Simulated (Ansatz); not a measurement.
# KZnF3 under changes of volume

One of the cells (13.286 Å³/atom); the others are scaled copies at fixed shape and fractional positions:

```xyz
5
Lattice="4.0500 0.0000 0.0000 0.0000 4.0500 0.0000 0.0000 0.0000 4.0500" Properties=species:S:1:pos:R:3 pbc="T T T"
Zn    2.0250    2.0250    2.0250
K     0.0000    0.0000    0.0000
F     2.0250    0.0000    2.0250
F     0.0000    2.0250    2.0250
F     2.0250    2.0250    0.0000
```

- Program: Ansatz 0.2.0
- Functional: LDA
- Potentials or basis: Ansatz PAW
- Cutoff: 420 eV (not typed: the program's choice for these potentials)
- k mesh: 7 × 7 × 7
- Occupations: fermi-dirac, width 0.05 eV
- Spin: no spin polarisation

| volume (Å³/atom) | energy over the lowest point (meV/atom) | pressure (GPa) | gap on the mesh (eV) |
| --- | --- | --- | --- |
| 12.489 | 0.00 | 0.4 | 3.93 |
| 12.755 | 0.96 | -1.5 | 3.87 |
| 13.020 | 4.91 | -3.3 | 3.80 |
| 13.286 | 11.73 | -4.8 | 3.75 |
| 13.552 | 20.69 | -6.2 | 3.69 |
| 13.817 | 32.04 | -7.4 | 3.63 |
| 14.083 | ? | ? | ? |

What does the run at 14.083 Å³/atom give?

Energy over the lowest point 45.06 meV/atom; pressure -8.4 GPa; gap on the mesh 3.58 eV.

Worked out: A Birch-Murnaghan fit of order 3 (a polynomial in V^(-2/3)) to the other rows has its minimum at 12.54 Å³/atom with B0 = V·E''(V) = 94 GPa and B' = 4.2. It gives 45.26 meV/atom at 14.083 Å³/atom, against the run's 45.06, and -dE/dV = -8.5 GPa, against -8.4. A straight line through the other rows of the gap, of slope -2.95 eV per unit of ln V, extrapolates to 3.57 eV, against the run's 3.58.

Energies are extrapolated to zero smearing.

Caveats: odd divisions of the mesh miss points on the zone boundary, where band edges often lie, so the gap on the mesh can be too wide; the PAW data sets come from PBE, with cores solved anew for the run's functional, which leaves a small shift of forces and pressure.

A mesh can miss the band edges.
